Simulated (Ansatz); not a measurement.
**How MgTe answers to pressure**

```xyz
4
Lattice="4.5400 0.0000 0.0000 -2.2700 3.9318 0.0000 0.0000 0.0000 7.3950" Properties=species:S:1:pos:R:3 pbc="T T T"
Mg    0.0000    2.6212    0.0000
Mg    2.2700    1.3106    3.6975
Te    0.0000    2.6212    2.7361
Te    2.2700    1.3106    6.4336
```

The cell is COD entry 1538744, as deposited and not checked against the literature; nothing was relaxed.

No spin–orbit coupling, which matters for the heavy atoms here.

These are results of DFT, PBEsol, all-electron LAPW, scalar-relativistic (Ansatz 0.2.0), not measurements.

Settings: a Γ-centred 9×9×5 k mesh, Fermi–Dirac smearing of 0.03 eV, basis error target 0.5 meV/atom, no spin polarisation.

The cell is scaled evenly with fractional coordinates held. Semilocal gaps are too small, but their slopes carry over better.

```
V/V(cell)  P (GPa)  gap on the k mesh (eV)
   0.9400     3.11                   2.702
   0.9800     1.24                   2.509
   1.0000     0.44                   2.418
   1.0100     0.07                   2.373
```

(1) From the rows at 0.9800 and 1.0100, what is the bulk modulus at the cell's volume?

(2) What are the gap's volume deformation potential and pressure coefficient?

(3) Predict the row at V/V(cell) = 1.0400. How far is a linear estimate of P off?

## Answers

(1) B = −ΔP/Δln V = −[(0.07) − (1.24)]/0.03015 = 38.8 GPa.

(2) dEg/dln V = (2.373 − 2.509)/0.03015 = -4.51 eV, and dEg/dP = −(dEg/dln V)/B = 116 meV/GPa: pressure widens the gap.

(3) P = -0.93 GPa, gap 2.246 eV. The linear estimate P(cell) − B ln(V/V(cell)) = -1.08 GPa misses by 0.15 GPa, since the modulus falls on expansion.
